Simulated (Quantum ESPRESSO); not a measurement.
## Co in Quantum ESPRESSO: the effect of Hubbard term

Crystal: Co.

```
CELL_PARAMETERS angstrom
2.47200 0.00000 0.00000
-1.23600 2.14081 0.00000
0.00000 0.00000 4.02114
ATOMIC_POSITIONS crystal
Co 0.66667 0.33333 0.75000
Co 0.33333 0.66667 0.25000
```

Alike in all runs:

```yaml
Program: Quantum ESPRESSO 7.5
Task: single point
Functional: PBEsol
Potentials_or_basis: GBRV 1.5 PBEsol
Cutoff: 762 eV
Density_cutoff: 6095 eV
k_mesh: 12 × 12 × 7
Occupations: fermi-dirac, width 0.05 eV
Spin: collinear spin, ferromagnetic start
Starting_moments: "[2.0, 2.0] μB"
Hubbard_projectors: ortho-atomic
Mixing_beta: 0.3
Most_SCF_iterations: 120
SCF_threshold: 4e-10 Ry
```

```tsv
Hubbard term	pressure (GPa)	moment (μB)
none	-5.4	3.29
Co d U = 1 eV	-3.7	3.43
Co d U = 2 eV	?	?
Co d U = 3 eV	-0.7	3.60
Co d U = 4 eV	2.4	3.67
Co d U = 5 eV	3.0	3.67
Co d U = 6 eV	3.9	3.76
Co d U = 8 eV	6.4	3.86
```

What does the run with Hubbard term Co d U = 2 eV give?

Pressure -1.7 GPa; moment 3.57 μB.

Worked out: A parabola through the other rows of the pressure, of slope 1.77 GPa per eV there, gives -1.7 GPa, against the run's -1.7. A parabola through the other rows of the moment, of slope 0.085 μB per eV there, gives 3.50 μB, against the run's 3.57.

Caveats: the U is typed as a test and isn't derived for this compound (some runs).
